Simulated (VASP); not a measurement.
GaAs:

```
CELL_PARAMETERS angstrom
0.00000 2.82685 2.82685
2.82685 0.00000 2.82685
2.82685 2.82685 0.00000
ATOMIC_POSITIONS crystal
Ga 0.00000 0.00000 0.00000
As 0.25000 0.25000 0.25000
```

Base run:

```yaml
Program: VASP 6.6.1
Functional: PBEsol
Potentials_or_basis: VASP PAW PBE potentials, release 64 (Ga_d, As)
Cutoff: 520 eV
k_mesh: 6 × 6 × 6
Occupations: gaussian, width 0.03 eV
Spin: no spin polarisation
```

Its results: band gap on the k mesh 0.45 eV, direct; pressure 0.3 GPa.

Question: The run is repeated on the same cell with these changes: functional from PBEsol to PBE. What comes out?

Answer: Band gap on the k mesh 0.52 eV, direct; pressure 3.4 GPa.

PBE binds less tightly than PBEsol, so the same cell stands under more pressure.

Caveats: the PAW data sets were made with another functional, which shifts forces and pressure a little (some runs).

A k mesh can miss the band edges.

Not every run made on this cell is shown here.
